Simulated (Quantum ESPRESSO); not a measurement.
Crystal: BaTiO3.

```
CELL_PARAMETERS angstrom
4.00600 0.00000 0.00000
0.00000 4.00600 0.00000
0.00000 0.00000 4.00600
ATOMIC_POSITIONS crystal
Ba 0.50000 0.50000 0.50000
Ti 0.00000 0.00000 0.00000
O 0.00000 0.00000 0.50000
O 0.00000 0.50000 0.00000
O 0.50000 0.00000 0.00000
```

Program: Quantum ESPRESSO 7.5. Alike in all runs: cell as given.

Q: Order these runs on this cell by their pressure, lowest first.
A. level r2SCAN; potentials or basis SG15 PBE 1.2; spin off; k mesh 5 × 5 × 5; cutoff (eV) 1197; smearing fermi-dirac 0.05 eV; symmetry off; mixing beta 0.5; SCF threshold 1e-08 Ry
B. level LDA; potentials or basis GBRV 1.5 LDA; spin off; k mesh 7 × 7 × 7; cutoff (eV) 612; smearing fermi-dirac 0.05 eV; mixing beta 0.5; SCF threshold 1e-09 Ry
C. level PBEsol; potentials or basis GBRV 1.5 PBEsol; spin off; k mesh 7 × 7 × 7; cutoff (eV) 612; smearing fermi-dirac 0.05 eV; mixing beta 0.5; SCF threshold 1e-09 Ry
D. level PBE; potentials or basis SG15 PBE 1.2; spin collinear, ferromagnetic start; k mesh 4 × 4 × 4; cutoff (eV) 1197; smearing gaussian 0.1 eV; symmetry off; mixing beta 0.3; SCF threshold 1e-09 Ry; nosym yes; noinv yes

A: B (-8.1 GPa), C (-3.6 GPa), A (-1.9 GPa), D (1.7 GPa).

Caveats: the potentials were made for another functional, which shifts forces and pressure (some runs).
